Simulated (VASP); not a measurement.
# Hf (Im-3m) in VASP: a series of runs

One crystal, Hf, is run at these levels: PBEsol; tasks: relaxation of cell and atoms.

All numbers are computed with VASP 6.6.1; they aren't measurements. Logs are shortened: lines on timing, memory, paths and dates and some standing lists are left out, and cuts for length are marked.

## Step 1: The crystal as given

The structure is cubic, space group Im-3m (No. 229). Conventional cell: a = 3.073 Å, b = 3.073 Å, c = 3.073 Å, α = 90.00°, β = 90.00°, γ = 90.00°. Hf (site symmetry m-3m) has 8 Hf at 2.66 Å as nearest neighbours.

This isn't the form of Hf at room conditions, which is hcp.

## Step 2: Relaxation of cell and atoms, PBEsol, target pressure 100 GPa, at which the enthalpy is minimised

File INCAR:

```
PREC = Accurate
ENCUT = 700
EDIFF = 1E-7
ISMEAR = 0
SIGMA = 0.1
LREAL = False
LASPH = True
NELM = 80
ALGO = Normal
ISIF = 3
LWAVE = False
LCHARG = False
GGA = PS
IBRION = 2
NSW = 80
EDIFFG = -0.002
PSTRESS = 1000
```

File KPOINTS:

```
regular mesh
0
Gamma
  16 16 16
```

File POSCAR:

```
Hf                                      
1.0
   -1.5367305168      1.5367305168      1.5367305168
    1.5367305168     -1.5367305168      1.5367305168
    1.5367305168      1.5367305168     -1.5367305168
  Hf            
     1
Direct
     0.0000000000000000    0.0000000000000000    0.0000000000000000
```

Potentials or basis: VASP PAW PBE potentials, release 64 (Hf_pv).

Started as:

```
cat potpaw_PBE.64/Hf_pv/POTCAR > POTCAR
mpirun -np 1 vasp_std > vasp.out
```

OUTCAR:

```text
PREC = Accurate
   ENCUT = 700
   EDIFF = 1E-7
   ISMEAR = 0
   LREAL = False
   LASPH = True
   NELM = 80
   ISIF = 3
   GGA = PS
   IBRION = 2
   NSW = 80
   EDIFFG = -0.002
   PSTRESS = 1000

 ion  position               nearest neighbor table
   1  0.000  0.000  0.000-

  LATTYP: Found a body centered cubic cell.
 ALAT       =     3.0734610336

  Lattice vectors:

 A1 = (  -1.5367305168,   1.5367305168,   1.5367305168)
 A2 = (   1.5367305168,  -1.5367305168,   1.5367305168)
 A3 = (   1.5367305168,   1.5367305168,  -1.5367305168)

Analysis of symmetry for initial positions (statically):
=====================================================================
 Subroutine PRICEL returns:
 Original cell was already a primitive cell.

 Routine SETGRP: Setting up the symmetry group for a
 body centered cubic supercell.

 Subroutine GETGRP returns: Found 48 space group operations
 (whereof 48 operations were pure point group operations)
 out of a pool of 48 trial point group operations.

The static configuration has the point symmetry O_h .

Analysis of symmetry for dynamics (positions and initial velocities):
=====================================================================
 Subroutine PRICEL returns:
 Original cell was already a primitive cell.

 Routine SETGRP: Setting up the symmetry group for a
 body centered cubic supercell.

 Subroutine GETGRP returns: Found 48 space group operations
 (whereof 48 operations were pure point group operations)
 out of a pool of 48 trial point group operations.

The dynamic configuration has the point symmetry O_h .

 Subroutine INISYM returns: Found 48 space group operations
 (whereof 48 operations are pure point group operations),
 and found     1 'primitive' translations

----------------------------------------------------------------------------------------

                                     Primitive cell

  volume of cell :      14.5162

  direct lattice vectors                    reciprocal lattice vectors
    -1.536730517  1.536730517  1.536730517     0.000000000  0.325366090  0.325366090
     1.536730517 -1.536730517  1.536730517     0.325366090  0.000000000  0.325366090
     1.536730517  1.536730517 -1.536730517     0.325366090  0.325366090  0.000000000

  length of vectors
     2.661695333  2.661695333  2.661695333     0.460137138  0.460137138  0.460137138

  position of ions in fractional coordinates (direct lattice)
     0.000000000  0.000000000  0.000000000

  ion indices of the primitive-cell ions
   primitive index   ion index
                 1           1

[... 83 lines left out ...]
   NUPDOWN=      -1.0000    fix difference up-down
   EMIN   =  10.00;   EMAX   =-10.00  energy-range for DOS
   EFERMI =   0.00;   METHOD = LEGACY
   ISMEAR =     0;   SIGMA  =   0.10  broadening in eV -4-tet -1-fermi 0-gaus
   EFERMI_NEDOS =   21; number of points for ismear=-14 and -15
   IALGO  =     38    algorithm
   IMIX   =      4    mixing-type and parameters
     AMIX     =   0.40;   BMIX     =  1.00
     AMIX_MAG =   1.60;   BMIX_MAG =  1.00
  volume/ion in A,a.u.               =      14.52        97.96
  Fermi-wavevector in a.u.,A,eV,Ry     =   1.445852  2.732264 28.442809  2.090487
  Thomas-Fermi vector in A             =   2.563987
   LORBIT       =      0    0 simple, 1 ext, 2 COOP (PROOUT), +10 PAW based schemes
   GGA     = PS    functional components
   LHFCALC =     F    Hartree Fock is set to
   AEXX    =    0.0000 exact exchange contribution
   IVDW    =     0    specifies the selected vdW correction
   LEPSILON=     F    determine dielectric tensor
   LRPA    =     F    only Hartree local field effects (RPA)
 conjugate gradient relaxation of ions
 non-spin polarized calculation
 Gauss-broadening in eV      SIGMA  =   0.10
  energy-cutoff  :      700.00
  volume of cell :       14.52
 maximum number of plane-waves:       627
   NGX = 11   NGY = 11   NGZ = 11

--------------------------------------- Ionic step        1  -------------------------------------------

 number of electron      10.0000000 magnetization

 number of electron       9.9999999 magnetization

 Free energy of the ion-electron system (eV)
  ---------------------------------------------------
  ext. energy  EPLUGINS =         0.00000000
  ---------------------------------------------------
  free energy    TOTEN  =        -9.14509814 eV

  energy without entropy =       -9.14154644  energy(sigma->0) =       -9.14332229

------------------------ aborting loop because EDIFF is reached ----------------------------------------

  FORCE on cell =-STRESS in cart. coord.  units (eV):
  Direction    XX          YY          ZZ          XY          YZ          ZX
  --------------------------------------------------------------------------------------
  -------------------------------------------------------------------------------------
  Total        6.7957489      6.7957489      6.7957489     -0.0000000      0.0000000     -0.0000000
  in kB      750.0578605    750.0578605    750.0578605     -0.0000000      0.0000000     -0.0000000
  external PRESSURE =    -249.9421395 kB  Pullay stress =    1000.0000000 kB
[... 24 lines left out ...]
--------------------------------------- Ionic step        2  -------------------------------------------

 number of electron      10.0000000 magnetization

 E-fermi :  11.2761     XC(G=0): -15.5019

 val. band max:       11.2389382724   @ k =  -0.2500   0.2500   0.1250
 cond. band min:      11.2936293070   @ k =  -0.3750  -0.3750   0.0625
 fundamental gap:      0.0546910347
 Fermi energy:        11.2761313343

 k-point     1 :       0.0000    0.0000    0.0000
  band No.  band energies     occupation
      1     -15.4063      2.00000
      2     -15.4063      2.00000
      3     -15.4063      2.00000
      4       3.7157      2.00000
      5      12.6120      0.00000
      6      12.6120      0.00000
      7      12.6120      0.00000
      8      18.2985      0.00000
      9      18.2985      0.00000
[... 386 lines left out ...]
--------------------------------------- Ionic step        5  -------------------------------------------

 number of electron      10.0000001 magnetization

 Free energy of the ion-electron system (eV)
  ---------------------------------------------------
  ext. energy  EPLUGINS =         0.00000000
  ---------------------------------------------------
  free energy    TOTEN  =        -8.65277358 eV

  energy without entropy =       -8.64974108  energy(sigma->0) =       -8.65125733

 E-fermi :   8.3440     XC(G=0): -13.8830

 val. band max:        8.3404136384   @ k =   0.1875   0.1250   0.0000
 cond. band min:       8.3607874077   @ k =  -0.2500   0.2500   0.1250
 fundamental gap:      0.0203737692
 Fermi energy:         8.3439684058

 k-point     1 :       0.0000    0.0000    0.0000
  band No.  band energies     occupation
      1     -19.4893      2.00000
      2     -19.4893      2.00000
      3     -19.4893      2.00000
      4       0.2456      2.00000
      5       9.9791      0.00000
      6       9.9791      0.00000
      7       9.9791      0.00000
      8      14.4607      0.00000
      9      14.4607      0.00000
[... 308 lines left out ...]
  energy  without entropy=       -8.6497410817  energy(sigma->0) =       -8.65125733

  enthalpy is  TOTEN    =        -0.1591477315 eV   P V=        8.4936258466

 reached required accuracy - stopping structural energy minimisation
```

OSZICAR:

```text
N       E                     dE             d eps       ncg     rms          rms(c)
DAV:   1     0.120714589057E+02    0.12071E+02   -0.73135E+03  2634   0.137E+03
DAV:   2    -0.909037265797E+01   -0.21162E+02   -0.20465E+02  4100   0.164E+02
DAV:   3    -0.935006319915E+01   -0.25969E+00   -0.25690E+00  2918   0.127E+01
[... 41 lines left out ...]
DAV:   1    -0.865284087625E+01    0.10782E-01   -0.18119E-03  2639   0.416E-01    0.125E-01
DAV:   2    -0.865278955539E+01    0.51321E-04   -0.67018E-05  2679   0.871E-02    0.569E-02
DAV:   3    -0.865277309966E+01    0.16456E-04   -0.46838E-05  2740   0.639E-02    0.250E-02
DAV:   4    -0.865277353915E+01   -0.43949E-06   -0.82757E-07  3121   0.783E-03    0.247E-03
DAV:   5    -0.865277357812E+01   -0.38971E-07   -0.58581E-08  1506   0.226E-03
   5 F= -.15914773E+00 E0= -.15763148E+00  d E =-.743491E-01
```

It took 50 s on 1 thread of AMD EPYC 9R14 (Zen 4), shared host; peak memory 0.15 GiB.

Results:

| Item | Value |
| --- | --- |
| Free energy | -8.6528 eV |
| Relaxed volume | 13.61 Å³/atom |
| Relaxed cell | a = 2.605 Å, b = 2.605 Å, c = 2.605 Å, α = 109.47°, β = 109.47°, γ = 109.47° |
| Space group after relaxing (to 0.05 Å) | Im-3m (No. 229) |
| Energy change on relaxing (the enthalpy is what falls) | +492.3 meV/atom |
| Ionic steps | 5 |
| Pressure after relaxing | 100.0 GPa |
| Band gap on the k mesh | none (metal or under the smearing width) |

The path:
| step | energy change (eV) | largest force (eV/Å) | pressure (GPa) | volume (Å³) |
| --- | --- | --- | --- | --- |
| 1 | 0.0000 | 0.0000 | 75.01 | 14.52 |
| 2 | 4.1570 | 0.0000 | 283.77 | 10.26 |
| 3 | 0.4280 | 0.0000 | 96.75 | 13.71 |
| 4 | 0.4815 | 0.0000 | 99.47 | 13.63 |
| 5 | 0.4923 | 0.0000 | 100.01 | 13.61 |

Final structure:
```yaml
crystal:
  lattice:
    - [-1.50400, 1.50400, 1.50400]
    - [1.50400, -1.50400, 1.50400]
    - [1.50400, 1.50400, -1.50400]
  atoms:
    - { symbol: Hf, position: [0.00000, 0.00000, 0.00000] }
```

Caveat: the cell is relaxed towards a set pressure, so the enthalpy falls and the energy may rise; the PAW data sets were made with another functional, which shifts forces and pressure a little.

## Step 3: Relaxation of cell and atoms, PBEsol, target pressure 100 GPa, at which the enthalpy is minimised

This run uses another cell than the first one, of 13.61 Å³/atom, 0.937 times its volume.

INCAR is that of step 2.

KPOINTS is that of step 2.

File POSCAR:

```
Hf                                      
1.0
   -1.5040002404      1.5040002404      1.5040002404
    1.5040002404     -1.5040002404      1.5040002404
    1.5040002404      1.5040002404     -1.5040002404
  Hf            
     1
Direct
     0.0000000000000000    0.0000000000000000    0.0000000000000000
```

Potentials or basis: VASP PAW PBE potentials, release 64 (Hf_pv).

Started as:

```
cat potpaw_PBE.64/Hf_pv/POTCAR > POTCAR
mpirun -np 1 vasp_std > vasp.out
```

Run time: 23 s. Hardware: 1 thread of AMD EPYC 9R14 (Zen 4), shared host; peak memory 0.14 GiB.

The run converged. Its results:

| Quantity | Value |
| --- | --- |
| Free energy | -8.6532 eV |
| Energy change on relaxing (the enthalpy is what falls) | -0.5 meV/atom |
| Ionic steps | 3 |
| Pressure after relaxing | 100.0 GPa |
| Band gap on the k mesh | none (metal or under the smearing width) |

The path:
| step | energy change (eV) | largest force (eV/Å) | pressure (GPa) | volume (Å³) |
| --- | --- | --- | --- | --- |
| 1 | 0.0000 | 0.0000 | 100.02 | 13.61 |
| 2 | -0.0026 | 0.0000 | 99.89 | 13.61 |
| 3 | -0.0005 | 0.0000 | 99.98 | 13.61 |

Final structure:
```
CELL_PARAMETERS angstrom
-1.50403 1.50403 1.50403
1.50403 -1.50403 1.50403
1.50403 1.50403 -1.50403
ATOMIC_POSITIONS crystal
Hf 0.00000 0.00000 0.00000
```

Levels at points of the mesh, in eV from the Fermi level:
```tsv
k point	band 1	band 2	band 3	band 4	band 5	band 6	band 7	band 8	band 9
(0.00, 0.00, 0.00)	-27.83	-27.83	-27.83	-8.10	1.64	1.64	1.64	6.12	6.12
(0.50, 0.00, 0.00)	-31.46	-28.93	-27.91	-5.37	-1.94	4.74	6.53	8.08	13.12
(0.50, 0.50, 0.50)	-30.22	-30.22	-30.22	-5.60	-5.60	11.29	11.29	11.29	12.83
```

Caveat: the cell is relaxed towards a set pressure, so the enthalpy falls and the energy may rise; the PAW data sets were made with another functional, which shifts forces and pressure a little. The run has no spin-orbit coupling, so splittings on Hf are missing.
